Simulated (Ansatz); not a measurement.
# Field gradients of Ga2O3 from run to run

Cell of run 1: a COD entry, atoms as given.

Space group C2/m (No. 12); a = 12.2140, b = 3.0371, c = 5.7981 Å, β = 103.83°.

| site | Wyckoff | site symmetry | x | y | z |
| --- | --- | --- | --- | --- | --- |
| Ga1 | 4i | m | 0.0905 | 0.0000 | 0.7946 |
| Ga3 | 4i | m | 0.6587 | 0.0000 | 0.3140 |
| O5 | 4i | m | 0.1645 | 0.0000 | 0.1098 |
| O7 | 4i | m | 0.1733 | 0.0000 | 0.5632 |
| O9 | 4i | m | 0.4959 | 0.0000 | 0.2566 |

One atom of each set is listed; the run and its k-mesh use a cell of 10 atoms with edges of 6.29, 6.29, 5.80 Å.

Relaxed positions (PBE, cell held):

Ga1 (0.0912, 0.0000, 0.7953)
Ga3 (0.6595, 0.0000, 0.3127)
O5 (0.1690, 0.0000, 0.1084)
O7 (0.1722, 0.0000, 0.5603)
O9 (0.4967, 0.0000, 0.2537)

All runs are DFT with Ansatz 0.2.0 (plane waves and PAW, scalar-relativistic unless spin–orbit coupling is named, Γ-centred meshes, Fermi–Dirac smearing where given) in this cell.

Run 1: PBE, atoms as given; 420 eV, 10×10×6 k-points, smearing 0.02 eV.
Run 2: PBE, atoms relaxed; 420 eV, 10×10×6 k-points, smearing 0.02 eV.
Run 3: r2SCAN, at the relaxed atoms; 500 eV, 10×10×6 k-points, smearing 0.02 eV.
Run 4: PBE with spin–orbit coupling, at the relaxed atoms; 420 eV, 10×10×6 k-points, smearing 0.02 eV.
Run 5: LDA, at the relaxed atoms; 420 eV, 10×10×6 k-points, smearing 0.02 eV.
Run 6: PBEsol, at the relaxed atoms; 420 eV, 10×10×6 k-points, smearing 0.02 eV.

```csv
run,Ga1 V_zz (η),Ga3 V_zz (η),O5 V_zz (η),O9 V_zz (η)
1,3.81 (0.78),2.70 (0.13),-8.52 (0.41),-11.05 (0.04)
2,?,?,?,?
3,-3.59 (0.89),2.54 (0.12),-8.08 (0.41),-10.97 (0.06)
4,-3.57 (0.91),2.53 (0.11),-8.23 (0.42),-11.11 (0.06)
5,-3.59 (0.88),2.53 (0.09),-8.22 (0.42),-11.07 (0.05)
6,-3.57 (0.90),2.53 (0.11),-8.14 (0.42),-11.00 (0.06)
```

V_zz in 10²¹ V/m²; 4 of the 5 sets of like atoms are followed.

**Question.** Estimate the row of run 2.

**Answer.** Ga1: -3.58 (0.91); Ga3: 2.54 (0.11); O5: -8.23 (0.42); O9: -11.10 (0.06). It lies nearest to run 4, from whose tensors on these sites it differs by 0.01 at most (largest principal value of the difference). Taken one at a time, the positions of the atoms (as given or relaxed) move the tensors on these sites by up to 0.61 (largest principal value of the change, on Ga1), the functional (between the two that differ most) by 0.17 (O5), spin–orbit coupling by 0.01. On some sites the largest principal value moves to another axis from run to run, and the sign of V_zz can flip with it. On Ga1 η is near 1, so the change of sign is little more than a relabelling of axes.

In run 5 the atoms aren't at the calculated equilibrium (largest force 0.28 eV/Å). The cell isn't the equilibrium one in runs 1, 2, 4, 5 (calculated pressure 10, 8, 8, -5 GPa), and the entry's cell may itself be off.
